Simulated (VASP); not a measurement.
Write the native input for VASP 6.6.1 that does the following.

| Quantity | Value |
| --- | --- |
| Task | band structure |
| Functional | r2SCAN-EpsX |
| Potentials or basis | VASP PAW PBE potentials, release 64 (K_sv, Cl) |
| Cutoff | 520 eV |
| k mesh | 4 × 4 × 4 |
| Occupations | fermi-dirac, width 0.05 eV |
| Spin | no spin polarisation |
| Grid for exact exchange (PRECFOCK) | Fast |
| Exchange at q = 0 | truncated |
| Share of exact exchange | 0.43 |
| Further INCAR settings | ALGO = Normal; EDIFF = 1e-06 |

KCl (Sylvite):

```
CELL_PARAMETERS angstrom
0.00000 3.14647 3.14647
3.14647 0.00000 3.14647
3.14647 3.14647 0.00000
ATOMIC_POSITIONS crystal
K 0.00000 0.00000 0.00000
Cl 0.50000 0.50000 0.50000
```

One way to write it, as run:

POSCAR

```
KCl
1.0
    0.0000000000      3.1464700000      3.1464700000
    3.1464700000      0.0000000000      3.1464700000
    3.1464700000      3.1464700000      0.0000000000
K Cl
1 1
Direct
    0.0000000000      0.0000000000      0.0000000000
    0.5000000000      0.5000000000      0.5000000000
```

INCAR.step1

```
  ALGO = Normal
  EDIFF = 1E-8
  ENCUT = 520
  GGA = PE
  ISIF = 2
  ISMEAR = -1
  LASPH = T
  LCHARG = F
  LEPSILON = T
  LREAL = F
  LWAVE = F
  NELM = 80
  PREC = Accurate
  SIGMA = 0.05
```

KPOINTS.step1

```
Automatic mesh
0
G
  7 7 7
  0 0 0
```

INCAR.step2

```
  ALGO = Normal
  EDIFF = 1E-5
  ENCUT = 520
  GGA = PE
  ISIF = 2
  ISMEAR = -1
  LASPH = T
  LCHARG = F
  LREAL = F
  LWAVE = T
  NELM = 80
  PREC = Accurate
  SIGMA = 0.05
```

KPOINTS.step2

```
k-points
0
Gamma
  4 4 4
```

INCAR.step3

```
  AEXX = 0.43
  ALGO = Normal
  EDIFF = 1E-6
  ENCUT = 520
  HFRCUT = -1
  ISIF = 2
  ISMEAR = -1
  ISTART = 1
  LASPH = T
  LCHARG = F
  LHFCALC = T
  LMIXTAU = T
  LREAL = F
  LWAVE = F
  METAGGA = R2SCAN
  NELM = 80
  PREC = Accurate
  PRECFOCK = Fast
  SIGMA = 0.05
```

KPOINTS.step3

```
k-points
0
Gamma
  4 4 4
```

KPOINTS_OPT

```
path GXWKGLUWLK,UX
12
line-mode
reciprocal
 0.0000000000  0.0000000000  0.0000000000  G
 0.5000000000  0.0000000000  0.5000000000  X

 0.5000000000  0.0000000000  0.5000000000  X
 0.5000000000  0.2500000000  0.7500000000  W

 0.5000000000  0.2500000000  0.7500000000  W
 0.3750000000  0.3750000000  0.7500000000  K

 0.3750000000  0.3750000000  0.7500000000  K
 0.0000000000  0.0000000000  0.0000000000  G

 0.0000000000  0.0000000000  0.0000000000  G
 0.5000000000  0.5000000000  0.5000000000  L

 0.5000000000  0.5000000000  0.5000000000  L
 0.6250000000  0.2500000000  0.6250000000  U

 0.6250000000  0.2500000000  0.6250000000  U
 0.5000000000  0.2500000000  0.7500000000  W

 0.5000000000  0.2500000000  0.7500000000  W
 0.5000000000  0.5000000000  0.5000000000  L

 0.5000000000  0.5000000000  0.5000000000  L
 0.3750000000  0.3750000000  0.7500000000  K

 0.6250000000  0.2500000000  0.6250000000  U
 0.5000000000  0.0000000000  0.5000000000  X
```

Potentials or basis: VASP PAW PBE potentials, release 64 (K_sv, Cl).

Command:

```sh
$ cat potpaw_PBE.64/K_sv/POTCAR potpaw_PBE.64/Cl/POTCAR > POTCAR
$ cp INCAR.step1 INCAR
$ cp KPOINTS.step1 KPOINTS
$ mpirun -np 1 vasp_std > vasp.out
$ cp INCAR.step2 INCAR
$ cp KPOINTS.step2 KPOINTS
$ mpirun -np 1 vasp_std > vasp.out
$ cp INCAR.step3 INCAR
$ cp KPOINTS.step3 KPOINTS
$ mpirun -np 1 vasp_std > vasp.out
```

Results of the run:

```json
{"Pressure": "-0.2 GPa", "Band gap on the k mesh": "8.83 eV, direct", "Band gap along the path": "8.83 eV, direct"}
```

Caveat: the k mesh is coarse (spacing up to 0.43 Å⁻¹), so the values aren't converged, least of all with exact exchange; the PAW data sets were made with another functional, which shifts forces and pressure a little.

Run time: 36 min on 1 thread of Intel(R) Xeon(R) Platinum 8259CL CPU @ 2.50GHz (Skylake/Cascade Lake) (shared host), peak memory 0.27 GiB.
